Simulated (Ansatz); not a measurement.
# Straining SiNi₃

These are results of DFT PBE, scalar-relativistic, plane waves, PAW in Ansatz 0.2.0, not measurements. Run with 420 eV cutoff, 14×14×14 k-mesh, Gaussian smearing of 0.10 eV, no spin polarisation.

The relaxed crystal:

```yaml
crystal:
  lattice:
    - [3.50626, 0.00000, 0.00000]
    - [0.00000, 3.50626, 0.00000]
    - [0.00000, 0.00000, 3.50626]
  atoms:
    - { symbol: Si, position: [0.00000, 0.00000, 0.00000] }
    - { symbol: Ni, position: [0.00000, 0.50000, 0.50000] }
    - { symbol: Ni, position: [0.50000, 0.00000, 0.50000] }
    - { symbol: Ni, position: [0.50000, 0.50000, 0.00000] }
```

Deformation: all cell vectors scaled alike, the atoms relaxed, all within the symmetry that the strain leaves. Energies are extrapolated to zero smearing. Stress is positive in compression, on the Cartesian axes of the cell above.

```csv
strain (%),ΔE (meV/atom),a (Å),b (Å),c (Å),σxx (GPa),σyy (GPa),σzz (GPa)
-4.5,155.5,3.348,3.348,3.348,40.89,40.89,40.89
-3.0,?,3.401,3.401,3.401,?,?,?
-1.5,15.4,3.454,3.454,3.454,10.80,10.80,10.80
+0.0,0.0,3.506,3.506,3.506,0.01,0.01,0.01
+1.5,13.8,3.559,3.559,3.559,-8.57,-8.57,-8.57
+3.0,52.1,3.611,3.611,3.611,-15.32,-15.32,-15.32
+4.5,?,3.664,3.664,3.664,?,?,?
```

Task: Fill in the row at -3.0 %.

Result: ΔE 65.2 meV/atom; σxx 24.24 GPa; σyy 24.24 GPa; σzz 24.24 GPa.

Task: Fill in the row at +4.5 %.

Result: ΔE 111.0 meV/atom; σxx -20.54 GPa; σyy -20.54 GPa; σzz -20.54 GPa.